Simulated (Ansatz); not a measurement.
CsCl (CsCl type), relaxed with r2SCAN: it is cubic, Pm-3m (No. 221); a = 4.141 Å in the conventional setting, 35.50 Å³ an atom. Cs is surrounded by 8 Cl at 3.59 Å; Cl is surrounded by 8 Cs at 3.59 Å. One-shot G0W0@PBE in Ansatz on a 4×4×4 mesh (contour deformation, no spin-orbit coupling), from a PBE gap of 5.213 eV over the mesh points (the G0W0 gap is direct on the mesh); the number N of bands summed and the screening cutoff rise together. Spin-unpolarised throughout; all numbers are computed.

```
  N  cutoff (eV)  1000/N  G0W0 gap (eV)
123           80   8.130          7.416
275          140   3.636          7.581
```

**Question.** Lay a straight line in 1000/N through these rows.

**Answer.** The slope is -0.0367 eV per unit of 1000/N and the intercept 7.714 eV.

**Question.** Predict the gap at N = 498 (210 eV).

**Answer.** 7.714 + (-0.0367) × 2.008 = 7.640 eV; the run gives 7.670 eV, +0.030 eV from the line.

**Question.** With that run's result added, what limit do the last two rows suggest?

**Answer.** Their slope is (7.670 − 7.581)/(2.008 − 3.636) = -0.0547, which meets 1/N = 0 at 7.78 eV, against 7.714 eV from the first line. The slope steepens, so 1/N isn't yet asymptotic and the true limit probably lies higher still; the k mesh isn't extrapolated.

Spin-orbit coupling is left out.
